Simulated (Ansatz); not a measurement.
# Ionic part of the dielectric constant of BN at 18 GPa, mode by mode

All numbers below come from Ansatz 0.2.0, DFT PBE+D3(BJ), scalar-relativistic, plane waves, PAW. Cutoff 420 eV, 12×12×4 k-points (Γ-centred), fixed occupations. No spin polarisation. Phonons by linear response, acoustic sum rule imposed.

It takes space group P6_3/mmc (No. 194, hexagonal). The conventional cell has a = 2.476 Å, b = 2.476 Å, c = 5.365 Å, α = 90.00°, β = 90.00°, γ = 120.00°. Around B (site symmetry -6m2) lie 3 N at 1.43 Å. N (site symmetry -6m2) is surrounded by 3 B at 1.43 Å.

The primitive cell has V = 28.49 Å³ and ε∞,xx = 5.388. Each polar mode adds Δε = (4.92064×10⁷/V)·S/ν² along x, with S its oscillator strength in e²/amu, ν in cm⁻¹ and V in Å³.

Question: From these modes, find each Δε and ε0,xx.
```
ν (cm⁻¹) S_xx (e²/amu)
  1416.7          2.419
```

Answer:
```csv
ν (cm⁻¹),Δε
1416.7,2.08
```

The sum is 2.082, so ε0,xx = 7.47; the run's tensor has 7.47.

Question: Where do the longitudinal modes lie for a wave vector along x?

Answer: At 1668 cm⁻¹. The Lyddane–Sachs–Teller product Π(ν_LO/ν_TO)² = 1.39 matches ε0/ε∞ = 1.39.

Cost: 1 run of about 0.77 core-minutes, on Intel Xeon Platinum 8488C (Sapphire Rapids) (shared hosts).

The in-plane static response of this layered BN is mainly electronic: the lattice adds 2.082 to an ε∞,xx of 5.388, all of it through one polar mode. That mode is the in-plane stretch of B against N. The electronegativity difference makes the bond polar and gives the mode a sizeable oscillator strength, but light atoms joined by short, stiff sp² bonds with π character put it at 1416.7 cm⁻¹. Because the contribution falls as the inverse square of the frequency, the ionic share stays modest.

The same polarity shows more directly in the longitudinal mode at 1668 cm⁻¹, where the macroscopic field adds to the restoring force. With a single polar mode, the Lyddane–Sachs–Teller agreement confirms internal consistency but is no independent test of the dielectric constant. Nor does a real, stiff in-plane mode show that the layered form is the stable one at this pressure, where denser sp³-bonded BN is known to be favoured.
